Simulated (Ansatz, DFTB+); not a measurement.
# Isomers of C3H6O2

3 of its isomers, all singlets with charge 0: A = ethyl formate `CCOC=O`; B = propionic acid `CCC(=O)O`; C = methyl acetate `COC(C)=O`.

Shapes, held fixed at every level: PBE0-D4/def2-TZVP. Flexible molecules stand in one conformer, not always the lowest. Programs: Ansatz 0.2.0, DFTB+ 25.1.

A:

```xyz
11

C    -0.2995   -0.5249    1.2324
C     0.1608    0.6641    0.4262
O    -0.4907    0.7115   -0.8550
C     0.0573   -0.0148   -1.8241
O     1.0383   -0.6942   -1.7330
H     0.1566   -0.4946    2.2246
H    -0.0047   -1.4579    0.7506
H    -1.3843   -0.5153    1.3543
H     1.2405    0.6423    0.2700
H    -0.1147    1.6036    0.9058
H    -0.5342    0.1071   -2.7436
```

B:

```xyz
11

C    -0.7835    1.1281    0.5466
C     0.3413    0.1176    0.4770
C     0.2349   -0.7994   -0.7063
O    -0.6279   -0.7773   -1.5409
O     1.2471   -1.6864   -0.7388
H    -1.7524    0.6314    0.6135
H    -0.8009    1.7565   -0.3448
H    -0.6649    1.7716    1.4199
H     1.3209    0.6034    0.4244
H     0.3788   -0.5108    1.3727
H     1.1067   -2.2347   -1.5233
```

C:

```xyz
11

C    -1.4406    0.9967    0.5579
O    -0.6447   -0.1657    0.3537
C     0.5254    0.0448   -0.2672
C     1.2848   -1.2353   -0.4321
O     0.8925    1.1285   -0.6324
H    -0.9087    1.7242    1.1726
H    -1.6930    1.4626   -0.3957
H    -2.3407    0.6560    1.0648
H     1.4770   -1.6813    0.5455
H     2.2236   -1.0376   -0.9428
H     0.6898   -1.9498   -1.0039
```

Electronic energies in kJ/mol, without zero-point or thermal terms.

```
               level                    kind  B − A  C − A
        DFTB3-D3(BJ)          semi-empirical  -83.2  -23.7
   PBE-D4/def2-TZVPP                     GGA  -59.3  -16.8
 B3LYP-D4/def2-TZVPP           global hybrid  -56.4  -18.1
  PBE0-D4/def2-TZVPP           global hybrid  -63.8  -18.9
  wB97M-V/def2-TZVPP  range-separated hybrid  -62.7  -18.9
  CCSD(T)/def2-TZVPP   coupled cluster or CI  -59.7  -16.5
     CCSD/def2-TZVPP   coupled cluster or CI  -61.0  -17.4
CCSD(T)/CBS estimate   coupled cluster or CI  -61.4  -17.0
```

The highest level, CCSD(T)/CBS estimate, puts B lowest of these. All levels agree on that. The B − A difference spans -83.2 to -56.4 kJ/mol over the levels. The CBS estimate extrapolates MP2 from def2-TZVPP and def2-QZVPP and adds CCSD(T) − MP2 in the triple-zeta set, cores frozen.
